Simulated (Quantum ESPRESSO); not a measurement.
Input of a Quantum ESPRESSO 7.5 run:

Contents of pw.in:

```
&CONTROL
  calculation = 'scf'
  prefix = 'pwscf'
  outdir = './tmp'
  pseudo_dir = './pseudo'
  tprnfor = .true.
  tstress = .true.
  disk_io = 'low'
/
&SYSTEM
  ibrav = 0
  nat = 2
  ntyp = 2
  ecutwfc = 84
  nbnd = 9
  occupations = 'smearing'
  smearing = 'fd'
  degauss = 0.00367493
/
&ELECTRONS
  conv_thr = 4d-10
  electron_maxstep = 120
  mixing_beta = 0.5
/
ATOMIC_SPECIES
N     14.0070 N.upf
B     10.8100 B.upf
CELL_PARAMETERS angstrom
   0.0000000000    1.8130010000    1.8130010000
   1.8130010000    0.0000000000    1.8130010000
   1.8130010000    1.8130010000    0.0000000000
ATOMIC_POSITIONS crystal
N      0.2500000000    0.2500000000    0.2500000000
B      0.0000000000    0.0000000000    0.0000000000
K_POINTS automatic
13 13 13 0 0 0
```

File bands.in:

```
&CONTROL
  calculation = 'bands'
  prefix = 'pwscf'
  outdir = './tmp'
  pseudo_dir = './pseudo'
  disk_io = 'low'
  verbosity = 'high'
/
&SYSTEM
  ibrav = 0
  nat = 2
  ntyp = 2
  ecutwfc = 84
  nbnd = 9
  occupations = 'smearing'
  smearing = 'fd'
  degauss = 0.00367493
/
&ELECTRONS
  conv_thr = 1d-08
  electron_maxstep = 120
  mixing_beta = 0.5
  diago_full_acc = .true.
  startingwfc = 'random'
/
ATOMIC_SPECIES
N     14.0070 N.upf
B     10.8100 B.upf
CELL_PARAMETERS angstrom
   0.0000000000    1.8130010000    1.8130010000
   1.8130010000    0.0000000000    1.8130010000
   1.8130010000    1.8130010000    0.0000000000
ATOMIC_POSITIONS crystal
N      0.2500000000    0.2500000000    0.2500000000
B      0.0000000000    0.0000000000    0.0000000000
K_POINTS crystal
60
 0.0000000000  0.0000000000  0.0000000000 1
 0.0625000000  0.0000000000  0.0625000000 1
 0.1250000000  0.0000000000  0.1250000000 1
 0.1875000000  0.0000000000  0.1875000000 1
 0.2500000000  0.0000000000  0.2500000000 1
 0.3125000000  0.0000000000  0.3125000000 1
 0.3750000000  0.0000000000  0.3750000000 1
 0.4375000000  0.0000000000  0.4375000000 1
 0.5000000000  0.0000000000  0.5000000000 1
 0.5000000000  0.0625000000  0.5625000000 1
 0.5000000000  0.1250000000  0.6250000000 1
 0.5000000000  0.1875000000  0.6875000000 1
 0.5000000000  0.2500000000  0.7500000000 1
 0.4375000000  0.3125000000  0.7500000000 1
 0.3750000000  0.3750000000  0.7500000000 1
 0.3375000000  0.3375000000  0.6750000000 1
 0.3000000000  0.3000000000  0.6000000000 1
 0.2625000000  0.2625000000  0.5250000000 1
 0.2250000000  0.2250000000  0.4500000000 1
 0.1875000000  0.1875000000  0.3750000000 1
 0.1500000000  0.1500000000  0.3000000000 1
 0.1125000000  0.1125000000  0.2250000000 1
 0.0750000000  0.0750000000  0.1500000000 1
 0.0375000000  0.0375000000  0.0750000000 1
 0.0000000000  0.0000000000  0.0000000000 1
 0.0625000000  0.0625000000  0.0625000000 1
 0.1250000000  0.1250000000  0.1250000000 1
 0.1875000000  0.1875000000  0.1875000000 1
 0.2500000000  0.2500000000  0.2500000000 1
 0.3125000000  0.3125000000  0.3125000000 1
 0.3750000000  0.3750000000  0.3750000000 1
 0.4375000000  0.4375000000  0.4375000000 1
 0.5000000000  0.5000000000  0.5000000000 1
 0.5250000000  0.4500000000  0.5250000000 1
 0.5500000000  0.4000000000  0.5500000000 1
 0.5750000000  0.3500000000  0.5750000000 1
 0.6000000000  0.3000000000  0.6000000000 1
 0.6250000000  0.2500000000  0.6250000000 1
 0.5833333333  0.2500000000  0.6666666667 1
 0.5416666667  0.2500000000  0.7083333333 1
 0.5000000000  0.2500000000  0.7500000000 1
 0.5000000000  0.2857142857  0.7142857143 1
 0.5000000000  0.3214285714  0.6785714286 1
 0.5000000000  0.3571428571  0.6428571429 1
 0.5000000000  0.3928571429  0.6071428571 1
 0.5000000000  0.4285714286  0.5714285714 1
 0.5000000000  0.4642857143  0.5357142857 1
 0.5000000000  0.5000000000  0.5000000000 1
 0.4821428571  0.4821428571  0.5357142857 1
 0.4642857143  0.4642857143  0.5714285714 1
 0.4464285714  0.4464285714  0.6071428571 1
 0.4285714286  0.4285714286  0.6428571429 1
 0.4107142857  0.4107142857  0.6785714286 1
 0.3928571429  0.3928571429  0.7142857143 1
 0.3750000000  0.3750000000  0.7500000000 1
 0.6250000000  0.2500000000  0.6250000000 1
 0.5937500000  0.1875000000  0.5937500000 1
 0.5625000000  0.1250000000  0.5625000000 1
 0.5312500000  0.0625000000  0.5312500000 1
 0.5000000000  0.0000000000  0.5000000000 1
```

Potentials or basis: PseudoDojo 0.5 SR PBE standard.

Run with:

```sh
$ OMP_NUM_THREADS=1 pw.x -in pw.in > pw.out
$ OMP_NUM_THREADS=1 pw.x -in bands.in > bands.out
```

Task: Predict the band gap on the k mesh.

Result: 4.60 eV, indirect (least direct gap 8.83 eV).

Task: Estimate the band gap along the path.

Result: 4.52 eV, indirect (least direct gap 8.83 eV).

Task: What does it give for the pressure?

Result: -0.8 GPa.

Levels at the corners of the path, in eV from the valence-band top:
```
point  band 2  band 3  band 4  band 5  band 6  band 7
    Γ    0.00    0.00    0.00    8.83    8.83    8.83
    X   -8.85   -4.86   -4.86    4.52    9.29   17.77
    W   -7.54   -6.89   -6.44    9.61   13.23   14.55
    K   -8.07   -7.58   -4.04    6.95   12.86   15.72
    Γ    0.00    0.00    0.00    8.83    8.83    8.83
    L  -10.60   -1.93   -1.93   10.09   10.73   10.73
    U   -8.07   -7.58   -4.04    6.95   12.86   15.72
    W   -7.54   -6.89   -6.44    9.61   13.23   14.55
    L  -10.60   -1.93   -1.93   10.09   10.73   10.73
    K   -8.07   -7.58   -4.04    6.95   12.86   15.72
    U   -8.07   -7.58   -4.04    6.95   12.86   15.72
    X   -8.85   -4.86   -4.86    4.52    9.29   17.77
```

**What was measured.**

From a printed reference work, monograph, for a bulk crystal of BN at 300 K: band gap 6.4 eV (indirect).

A measured gap of BN is 6.4 eV (indirect; 300 K; a printed reference work, monograph); the calculated 4.52 eV misses it by -1.88 eV. The value is that of PBE, without temperature or zero-point motion. Semilocal functionals fall short of measured gaps as a rule. The cell is a database's relaxed one, not the measured one, which moves gaps too.
